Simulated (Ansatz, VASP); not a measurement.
## One calculation of SnTe, two programs

File POSCAR:

```
SnTe
1.0
    4.4559750000      0.0000000000      0.0000000000
    2.2279875000      3.8589875486      0.0000000000
    2.2279875000      1.2863291829      3.6382883522
Sn Te
1 1
Direct
    0.0000000000      0.0000000000      0.0000000000
    0.5000000000      0.5000000000      0.5000000000
```

The input INCAR.step1:

```
SYSTEM = SnTe
ALGO     = Normal         ! electronic algorithm
EDIFF    = 1E-4           ! SCF threshold, eV
ENCUT    = 600            ! plane-wave cutoff, eV
GGA      = PE             ! functional
ISMEAR   = 0              ! smearing method
LASPH    = .TRUE.         ! aspherical terms in the spheres
LCHARG   = .FALSE.        ! write CHGCAR
LREAL    = .FALSE.        ! projectors in reciprocal space
LWAVE    = .TRUE.         ! write WAVECAR
NELM     = 60             ! most SCF steps
PREC     = Accurate       ! precision mode
SIGMA    = 0.01           ! smearing width, eV
```

INCAR.step2

```
SYSTEM = SnTe
ALGO     = Normal         ! electronic algorithm
EDIFF    = 1E-6           ! SCF threshold, eV
EDIFFG   = -0.01          ! ionic threshold
ENCUT    = 600            ! plane-wave cutoff, eV
IBRION   = 2              ! ionic algorithm
ISIF     = 3              ! what is computed and relaxed
ISMEAR   = 0              ! smearing method
ISTART   = 1            
LASPH    = .TRUE.         ! aspherical terms in the spheres
LCHARG   = .FALSE.        ! write CHGCAR
LMIXTAU  = .TRUE.       
LREAL    = .FALSE.        ! projectors in reciprocal space
LWAVE    = .FALSE.        ! write WAVECAR
METAGGA  = R2SCAN         ! meta-GGA
NELM     = 60             ! most SCF steps
NSW      = 80             ! ionic steps
PREC     = Accurate       ! precision mode
SIGMA    = 0.01           ! smearing width, eV
```

File KPOINTS:

```
k-points
0
G
  6 6 6
  0 0 0
```

Input for Ansatz:

```yaml
crystal:
  lattice:
    - [4.455975, 0.0, 0.0]
    - [2.2279875000000002, 3.8589875486283636, 0.0]
    - [2.2279875000000002, 1.2863291828761214, 3.638288352199423]
  atoms:
    - { symbol: Sn, position: [0.0, 0.0, 0.0] }
    - { symbol: Te, position: [0.5000000000000002, 0.49999999999999983, 0.5] }
kpoints:
  mp_grid:
    grid: [6, 6, 6]
hamiltonian:
  xc: r2scan
scf:
  occupations:
    method: fixed
relax:
  cell: {}
```

Alike in both runs: task relaxation of cell and atoms; functional r2SCAN; k mesh 6 × 6 × 6; no spin polarisation.

|  | VASP | Ansatz |
| --- | --- | --- |
| version | VASP 6.6.1 | Ansatz 0.2.0 |
| potentials or method | VASP PAW PBE potentials, release 64 (Sn_d, Te) | plane waves, PAW |
| plane-wave cutoff (eV) | 600 | 500 |
| occupations | gaussian, width 0.01 eV | fixed |
| valence electrons in the cell | 20 | 30 |

Ansatz gave:

| Item | Value |
| --- | --- |
| relaxed volume (Å³/atom) | 32.47 |
| relaxed cell length with the largest relative difference (Å) | 4.512 |
| energy change over the relaxation (meV/atom) | -6 |

Which values does VASP return?

Relaxed volume (Å³/atom): 32.45; relaxed cell length with the largest relative difference (Å): 4.511; energy change over the relaxation (meV/atom): -6.

The two sets of potentials don't hold the same shells in valence.

Caveats: the PAW data sets were made with another functional, which shifts forces and pressure a little (VASP). Zero-point motion and thermal expansion aren't in these numbers.
